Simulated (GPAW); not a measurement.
HfN:

```xyz
2
Lattice="0.0000 2.2560 2.2560 2.2560 0.0000 2.2560 2.2560 2.2560 0.0000" Properties=species:S:1:pos:R:3 pbc="T T T"
Hf    0.0000    0.0000    0.0000
N     2.2560    2.2560    2.2560
```

Base run:

- Program: GPAW 26.7.0
- Functional: PBE
- Potentials or basis: GPAW PAW data sets (gpaw-data 1.2.1)
- Cutoff: 800 eV
- Basis: pw
- k mesh: 10 × 10 × 10
- Occupations: gaussian, width 0.05 eV
- Spin: no spin polarisation

Its results: band gap on the k mesh none (metal or under the smearing width); pressure 6.7 GPa.

**Question.** The run is repeated on the same cell with these changes: functional from PBE to RPBE; potentials or basis from GPAW PAW data sets (gpaw-data 1.2.1) to the program's PAW data sets (release 1.2.1) made for this functional. What comes out?

**Answer.** Band gap on the k mesh none (metal or under the smearing width); pressure 12.0 GPa.
